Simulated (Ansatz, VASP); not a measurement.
# One calculation of GaAs, two programs

File INCAR:

```
PREC = Accurate
ENCUT = 520
EDIFF = 1E-7
ISMEAR = 0
SIGMA = 0.05
LREAL = F
LASPH = T
NELM = 100
ALGO = Normal
ISIF = 2
LWAVE = F
LCHARG = F
GGA = RE
IVDW = 13
NBANDS = 16
```

The input KPOINTS:

```
Automatic mesh
0
Gamma
  8 8 8
```

The input POSCAR:

```
GaAs
1.0
    0.0000000000      2.8371428487      2.8371428487
    2.8371428487      0.0000000000      2.8371428487
    2.8371428487      2.8371428487      0.0000000000
Ga As
1 1
Direct
    0.0000000000      0.0000000000      0.0000000000
    0.7500000000      0.7500000000      0.7500000000
```

Input for Ansatz:

```yaml
crystal:
  lattice:
    - [0.0, 2.8371428487, 2.8371428487]
    - [2.8371428487, 0.0, 2.8371428487]
    - [2.8371428487, 2.8371428487, 0.0]
  atoms:
    - { symbol: Ga, position: [0.0, 0.0, 0.0] }
    - { symbol: As, position: [0.75, 0.75, 0.75] }
basis:
  ecutwfc: 420
  ecutrho_ratio: 4
kpoints:
  mp_grid: { grid: [8, 8, 8] }
hamiltonian:
  xc: revpbe
  dispersion: d4
scf:
  occupations: { method: gaussian, width: 0.05 }
output:
  forces: true
  stress: true
  eigenvalues: true
```

Alike in both runs: task single point; functional revPBE; dispersion D4; k mesh 8 × 8 × 8; occupations gaussian, width 0.05 eV; no spin polarisation.

```csv
,VASP,Ansatz
version,VASP 6.6.1,Ansatz 0.2.0
potentials or method,"VASP PAW PBE potentials, release 64 (Ga_d, As)","scalar-relativistic, plane waves, PAW"
plane-wave cutoff (eV),520,420
valence electrons in the cell,18,28
```

Ansatz gave:

```
gap on the k mesh at the Fermi level (eV) : 0.52
least direct gap on the mesh (eV)         : 0.52
pressure (GPa)                            : -1.4
dispersion energy (meV/atom)              : -682.9
```

Task: Which values does VASP return?

Result: gap on the k mesh at the Fermi level (eV): 0.53; least direct gap on the mesh (eV): 0.53; pressure (GPa): -1.2; dispersion energy (meV/atom): -682.7.

The two sets of potentials don't hold the same shells in valence.

Caveats: the PAW data sets were made with another functional, which shifts forces and pressure a little (VASP). revPBE gaps usually lie below the measured ones, often by a third to a half.
